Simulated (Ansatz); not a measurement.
**K4Cl3: a bulk modulus from differences**

The structure comes from a generated guess, relaxed at this level; another structure or a mixture of phases may lie lower.

The calculation used DFT PBE, scalar-relativistic, plane waves, PAW (Ansatz 0.2.0). Plane waves to 420 eV, a 6×6×8 mesh through Γ for the 7-atom cell and 0.10 eV Gaussian smearing; no spin polarisation.

```cif
data_structure
_symmetry_space_group_name_H-M 'P-6m2'
_symmetry_Int_Tables_number 187
_cell_length_a 9.4421
_cell_length_b 9.4421
_cell_length_c 4.3924
_cell_angle_alpha 90.000
_cell_angle_beta 90.000
_cell_angle_gamma 120.000
_cell_volume 339.14
loop_
_atom_site_label
_atom_site_type_symbol
_atom_site_symmetry_multiplicity
_atom_site_Wyckoff_symbol
_atom_site_fract_x
_atom_site_fract_y
_atom_site_fract_z
_atom_site_occupancy
K1 K 3 k 0.17495 0.82505 0.50000 1
K2 K 1 e 0.66667 0.33333 0.00000 1
Cl1 Cl 3 k 0.81438 0.18562 0.50000 1
```

The cell was set to several volumes, with shape and atoms relaxed at each where symmetry leaves them free. Pressure is positive in compression, and energies count from the lowest row. No row has a gap on its mesh.

```tsv
row	V (Å³/atom)	P (GPa)	ΔE (meV/atom)
1	42.634	1.10	18.2
2	44.088	?	?
3	45.541	0.47	4.2
4	46.995	0.25	1.1
5	48.448	0.01	0.0
6	49.901	-0.17	0.7
7	51.355	-0.32	2.9
8	53.293	-0.48	7.7
```

Q: Find B = −V·ΔP/ΔV from rows 4 and 6 and from rows 1 and 3, and from the two its slope B′ and its value B0 at zero pressure.

A: Rows 4 and 6 give −(46.995 + 49.901)/2 × (-0.17 − (0.25))/(49.901 − 46.995) = 7.0 GPa at a mean pressure of 0.04 GPa. Rows 1 and 3 give −(42.634 + 45.541)/2 × (0.47 − (1.10))/(45.541 − 42.634) = 9.6 GPa at a mean pressure of 0.79 GPa. So B′ = (9.6 − 7.0)/(0.79 − (0.04)) = 3.47 and B0 = 7.0 − 3.47 × (0.04) = 6.9 GPa. A third-order Birch–Murnaghan fit to all the energies gives B0 = 6.4 GPa and B′ = 4.3.

Q: Estimate the pressure and energy of row 2.

A: From row 5, V0 = 48.448 × (1 + (0.01)/6.9) = 48.518 Å³/atom. Murnaghan's form P = (B0/B′)·[(V0/V)^B′ − 1] gives (6.9/3.47) × [(48.518/44.088)^3.47 − 1] = 0.78 GPa; the computed pressure is 0.79 GPa, so the estimate is off by -0.01 GPa. The work of compression from row 3, with the mean of the two pressures, gives ΔE = 4.2 + (0.78 + 0.47)/2 × (45.541 − 44.088)/160.2 × 1000 = 9.9 meV/atom (1 eV/Å³ = 160.2 GPa); the computed value is 9.9 meV/atom.

An odd number of electrons in the primitive cell allows no gap without spin; a larger cell or a magnetic state could open one. All volumes keep the k mesh of the relaxed cell. Symmetry constrained the relaxation, so the result can be a saddle point.
